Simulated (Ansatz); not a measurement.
LiH in the rocksalt structure, relaxed with r2SCAN in Ansatz 0.2.0: space group Fm-3m (No. 225), cubic; conventional cell a = 4.006 Å, 8.04 Å³ an atom. Li has 6 H at 2.00 Å; H has 6 Li at 2.00 Å. It was then strained (isotropic on every length). Unstrained, HSE06 gives 3.971 eV (X, 8×8×8 mesh), and the band edges keep their places in every row. Stress is positive in compression. Calculated for a static, non-magnetic cell.

| strain (%) | ln(V/V₀) | ΔE_g, HSE06 (eV) | Δpressure, r2SCAN (GPa) |
| --- | --- | --- | --- |
| -3.11 | -0.0948 | -0.065 | +4.01 |
| -2.0 | -0.0606 | -0.040 | +2.42 |
| +3.0 | +0.0887 | +0.046 | -2.76 |

Question: Fit ΔE_g = a x + b x² to these rows by least squares, with x = ln(V/V₀).

Answer: The normal equations take Σx² = 2.053e-02, Σx³ = -3.767e-04, Σx⁴ = 1.562e-04, ΣxΔE = 1.267e-02 and Σx²ΔE = -3.691e-04, and give a = +0.60 eV, b = -0.9 eV; the largest residual is 0.000 eV. a is the volume deformation potential of this gap.

Question: Fit the change of pressure in the same way.

Answer: Δpressure = -36.5 x + (61) x² GPa. So B₀ = 36.5 GPa and B′ ≈ 2 × 61/36.5 = 3.3; two terms over so wide a range bias B₀ by a few per cent and B′ by more; the gap's pressure coefficient at zero is −a/B₀ = -16 meV/GPa, with HSE06's a and r2SCAN's B₀.

Question: Predict the withheld row at +2.17 % (x = +0.0644).

Answer: ΔE_g ≈ +0.60 × (+0.0644) + (-0.9) × (+0.0644)² = +0.035 eV, and Δpressure ≈ -2.10 GPa. The runs give +0.035 eV and -2.09 GPa, off by 0.000 eV and +0.01 GPa.

The meshes of the hybrids are coarse, so their gaps aren't converged to the digits shown.
